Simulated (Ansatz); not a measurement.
TiO2 (C2/m) from a database of computed structures, relaxed with r2SCAN. It is monoclinic, C2/m (No. 12); a = 12.188 Å, b = 3.733 Å, c = 6.561 Å, β = 107.0° in the conventional setting, 11.89 Å³ an atom. Ti is surrounded by 6 O at 1.76–2.33 Å; Ti is surrounded by 6 O at 1.85–2.13 Å; O is surrounded by 3 Ti at 1.85–2.13 Å; O is surrounded by 3 Ti at 1.92–2.01 Å; O is surrounded by 2 Ti at 1.76–1.85 Å; O is surrounded by 4 Ti at 1.95–2.33 Å.

```cif
data_structure
_symmetry_space_group_name_H-M 'P 1'
_symmetry_Int_Tables_number 1
_cell_length_a 6.3734
_cell_length_b 6.3734
_cell_length_c 6.5605
_cell_angle_alpha 106.243
_cell_angle_beta 106.243
_cell_angle_gamma 34.059
_cell_volume 142.72
loop_
_atom_site_label
_atom_site_type_symbol
_atom_site_fract_x
_atom_site_fract_y
_atom_site_fract_z
_atom_site_occupancy
Ti1 Ti 0.80552 0.80552 0.71729 1
Ti2 Ti 0.10062 0.10062 0.70963 1
Ti3 Ti 0.19448 0.19448 0.28271 1
Ti4 Ti 0.89938 0.89938 0.29037 1
O1 O 0.05833 0.05833 0.37051 1
O2 O 0.63849 0.63849 0.70581 1
O3 O 0.13297 0.13297 0.00365 1
O4 O 0.94167 0.94167 0.62949 1
O5 O 0.73601 0.73601 0.34697 1
O6 O 0.86703 0.86703 0.99635 1
O7 O 0.26399 0.26399 0.65303 1
O8 O 0.36151 0.36151 0.29419 1
```

The questions ask for values computed with the plane-wave code Ansatz on this geometry. No spin polarisation and no zero-point or thermal motion.

Given (8×8×4 mesh): r2SCAN gives an indirect gap of 3.20 eV, from k = (0.281, -0.292, -1/2) to Γ; the least direct gap is 3.41 eV at Y₂–Γ (0.75 of the way from Y₂).

Q: What does PBE give for the gap (8×8×4 mesh)?

A: PBE gives an indirect gap of 2.82 eV, from M₂–D (0.90 of the way from M₂) to Γ; the least direct gap is 3.02 eV at Y₂–Γ (0.75 of the way from Y₂). The gap differs by -0.38 eV from r2SCAN's.

Q: How does the gap change from r2SCAN to PBE0 (4×4×2)?

A: The PBE0 gap is indirect, 5.14 eV (k = (0.281, -0.292, -1/2) to Γ), below the direct gap of 5.35 eV at Y₂–Γ (0.75 of the way from Y₂). The gap differs by +1.94 eV from r2SCAN's.

Q: What are ε∞ and the Born charges with r2SCAN?

A: The electronic dielectric tensor ε∞ is a tensor with principal values 5.38, 5.58, 5.65. Born charges, averaged over directions: Ti +5.68 to +6.06, O -3.10 to -2.70 e. The program notes that the ground state's band table doesn't vouch for all the bands that the response reads.

Q: Relaxed again with PBEsol, is the cell stable at the zone centre, and where do its optical modes lie?

A: The zone-centre optical frequencies run from 119 to 835 cm⁻¹, none imaginary (the rest of the zone wasn't tested). With the long-range field the highest mode reaches 1011 cm⁻¹.

Where an edge lies off the special points, it is a point of the mesh or the k point where a search put PBE's edge or least direct gap, reused for the other functionals, whose own edges may lie a little apart; PBE's own value is read along its path and can be a few hundredths of an eV high.

Coordinates of k points refer to the reciprocal vectors of the primitive cell of the runs.

The meshes of the hybrids are coarse, so their gaps aren't converged to the digits shown.
